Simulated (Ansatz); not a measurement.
Runs of Ansatz 0.2.0 on SrO. The structure is cubic, space group Fm-3m (No. 225). Conventional cell: a = 5.133 Å, b = 5.133 Å, c = 5.133 Å, α = 90.00°, β = 90.00°, γ = 90.00°. Sr (site symmetry m-3m) is surrounded by 6 O at 2.57 Å. O (site symmetry m-3m) is surrounded by 6 Sr at 2.57 Å. 

| task | level | potentials or basis | cell | k mesh | cutoff (eV) | smearing | basis error allowed | mesh quality | gap on the mesh (eV) | pressure (GPa) |
| --- | --- | --- | --- | --- | --- | --- | --- | --- | --- | --- |
| single point | HSE06+D3(BJ) | all-electron PAW datasets made for the crystal | as given | 5 × 5 × 5 | 340 | gaussian 0.05 eV | - | coarse | (b) | -2.4 |
| single point | PBE | all-electron LAPW, scalar-relativistic | as given | 9 × 9 × 9 | 217 | gaussian 0.021 eV | 0.001 eV/atom | not flagged | 3.37 | 3.3 |
| single point | PBE | all-electron LAPW, scalar-relativistic | as given | 4 × 4 × 4 | 190 | fermi-dirac 0.04 eV | 0.003 eV/atom | coarse | 3.30 | 3.4 |
| band structure | BLYP | all-electron LAPW, scalar-relativistic | as given | 9 × 9 × 9 | 217 | fermi-dirac 0.05 eV | 0.001 eV/atom | not flagged | 3.51 | (a) |
| relaxation of cell and atoms | RPBE+D3(BJ) | all-electron LAPW, scalar-relativistic | relaxed | 9 × 9 × 9 | - | fermi-dirac 0.05 eV | 0.001 eV/atom | not flagged | 3.34 | 0.0 |

Alike in all rows: no spin polarisation.

Estimate the missing entries.

(a) 6.2; (b) 4.99.

Caveats: some runs use coarse meshes; an odd mesh through Γ misses points on the zone boundary, where band edges often lie (some runs).

A k mesh can miss the band edges, and the runs leave out spin-orbit coupling on Sr.

The runs don't all hold the same shells in valence.
